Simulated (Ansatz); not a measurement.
# GaP under changes of volume

One of the cells (20.240 Å³/atom); the others are scaled copies at fixed shape and fractional positions:

```xyz
2
Lattice="0.0000 2.7252 2.7252 2.7252 0.0000 2.7252 2.7252 2.7252 0.0000" Properties=species:S:1:pos:R:3 pbc="T T T"
Ga    0.0000    0.0000    0.0000
P     4.0879    4.0879    4.0879
```

```yaml
Program: Ansatz 0.2.0
Functional: wPBEh
Potentials_or_basis: Ansatz PAW
Cutoff: "420 eV (not typed: the program's choice for these potentials)"
k_mesh: 4 × 4 × 4
Occupations: fermi-dirac, width 0.05 eV
Spin: no spin polarisation
```

```csv
volume (Å³/atom),energy over the lowest point (meV/atom),pressure (GPa),gap on the mesh (eV)
19.026,33.51,7.8,2.18
19.431,16.92,5.4,2.22
19.836,6.17,3.2,2.26
20.240,0.72,1.2,2.30
20.645,0.00,-0.6,2.34
21.050,3.55,-2.2,2.36
21.455,?,?,?
```

What does the run at 21.455 Å³/atom give?

Energy over the lowest point 10.82 meV/atom; pressure -3.6 GPa; gap on the mesh 2.24 eV.

Worked out: A Birch-Murnaghan fit of order 3 (a polynomial in V^(-2/3)) to the other rows has its minimum at 20.51 Å³/atom with B0 = V·E''(V) = 89 GPa and B' = 4.3. It gives 10.97 meV/atom at 21.455 Å³/atom, against the run's 10.82, and -dE/dV = -3.6 GPa, against -3.6. A straight line through the other rows of the gap, of slope 1.84 eV per unit of ln V, extrapolates to 2.40 eV, against the run's 2.24.

Energies are extrapolated to zero smearing.

Caveats: all runs use coarse meshes; the PAW data sets come from PBE, with cores solved anew for the run's functional, which leaves a small shift of forces and pressure; the thresholds are loose for stress.

A mesh can miss the band edges. Spin-orbit coupling on Ga is left out.
